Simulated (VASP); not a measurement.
Input:

```yaml
crystal:
  lattice:
    - [0.00000, 2.95939, 2.95939]
    - [2.95939, 0.00000, 2.95939]
    - [2.95939, 2.95939, 0.00000]
  atoms:
    - { symbol: Li, position: [0.00000, 0.00000, 0.00000] }
    - { symbol: I, position: [0.50000, 0.50000, 0.50000] }
```

Level of theory: LDA (Ceperley-Alder, Perdew-Zunger), VASP's LDA PAW potentials (set 64) (plane waves; VASP). Numerical set-up: 520 eV cut-off, 8×8×8 Γ-centred mesh, Gaussian smearing of 0.050 eV, potentials Li_sv I.

Q: What does the run give for the energy per atom (σ→0), pressure?

A: 
- energy per atom (σ→0) = -316.0 kJ/mol-atom
- pressure = -1.31 GPa

Only differences to runs with the same potentials and settings are physical.

The compound is LiI in the rock salt structure. This cell is one point of a volume scan, at 1.06 of the reference volume.
